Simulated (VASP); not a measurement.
The system is GaAs.

```xyz
2
Lattice="0.0000 2.8268 2.8268 2.8268 0.0000 2.8268 2.8268 2.8268 0.0000" Properties=species:S:1:pos:R:3 pbc="T T T"
As    4.2403    4.2403    4.2403
Ga    0.0000    0.0000    0.0000
```

Program: VASP 6.6.1. Alike in all runs: cell as given; cutoff (eV) 520.

Q: Order these runs on this cell by their pressure, lowest first.
A. level PBEsol; potentials or basis VASP PAW PBE potentials, release 64 (As, Ga_d); spin SOC, no magnetisation; k mesh 6 × 6 × 6; smearing fermi-dirac 0.05 eV
B. level PBE; potentials or basis VASP PAW PBE potentials, release 64 (As, Ga_d); spin off; k mesh 8 × 8 × 8; smearing gaussian 0.011 eV
C. level LDA; potentials or basis VASP PAW LDA potentials, release 64 (As, Ga_d); spin off; k mesh 8 × 8 × 8; smearing fermi-dirac 0.05 eV

A: C (-1.6 GPa), A (0.3 GPa), B (3.5 GPa).

Caveats: the PAW data sets were made with another functional, which shifts forces and pressure a little (some runs).
